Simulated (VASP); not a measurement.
MoSe2:

```
CELL_PARAMETERS angstrom
3.28800 0.00000 0.00000
-1.64400 2.84749 0.00000
0.00000 0.00000 12.90000
ATOMIC_POSITIONS crystal
Mo 0.33333 0.66667 0.25000
Mo 0.66667 0.33333 0.75000
Se 0.33333 0.66667 0.62500
Se 0.66667 0.33333 0.12500
Se 0.33333 0.66667 0.87500
Se 0.66667 0.33333 0.37500
```

| Quantity | Value |
| --- | --- |
| Program | VASP 6.6.1 |
| Task | relaxation of cell and atoms |
| Functional | rev-vdW-DF2 |
| Potentials or basis | VASP PAW PBE potentials, release 64 (Mo_sv, Se) |
| Cutoff | 600 eV |
| k mesh | 9 × 9 × 2 |
| Occupations | gaussian, width 0.03 eV |
| Spin | no spin polarisation |

At the start: pressure 6.8 GPa; volume 20.13 Å³/atom.

Question: How do energy, volume and symmetry change on relaxing?

Answer: Over 16 steps the energy falls by 28.6 meV/atom and the volume is 20.53 Å³/atom (+2.0 %); space group P6_3/mmc (No. 194, to 0.05 Å).

Step by step:
```tsv
step	energy change (eV)	largest force (eV/Å)	pressure (GPa)	volume (Å³)
1	0.0000	1.2472	6.75	120.78
2	0.4134	1.6481	-10.99	136.18
3	-0.1638	0.0517	-0.78	125.79
4	-0.1641	0.0969	-0.49	125.57
5	-0.1641	0.1171	-0.38	125.48
6	-0.1688	0.0645	-0.01	124.66
7	-0.1689	0.0539	0.07	124.49
8	-0.1693	0.0080	-0.20	124.57
9	-0.1694	0.0019	-0.26	124.58
10	-0.1696	0.0025	-0.25	124.51
11	-0.1702	0.0023	-0.25	124.30
12	-0.1712	0.0034	-0.17	123.87
13	-0.1717	0.0053	-0.06	123.00
14	-0.1717	0.0048	-0.09	123.24
15	-0.1717	0.0130	0.07	123.12
16	-0.1718	0.0057	0.00	123.17
```

Final structure:
```yaml
crystal:
  lattice:
    - [3.30359, 0.00000, 0.00000]
    - [-1.65179, 2.86099, 0.00000]
    - [0.00000, 0.00000, 13.03159]
  atoms:
    - { symbol: Mo, position: [0.33333, 0.66667, 0.25000] }
    - { symbol: Mo, position: [0.66667, 0.33333, 0.75000] }
    - { symbol: Se, position: [0.33333, 0.66667, 0.62133] }
    - { symbol: Se, position: [0.66667, 0.33333, 0.12133] }
    - { symbol: Se, position: [0.33333, 0.66667, 0.87867] }
    - { symbol: Se, position: [0.66667, 0.33333, 0.37867] }
```

Caveat: the PAW data sets were made with another functional, which shifts forces and pressure a little.
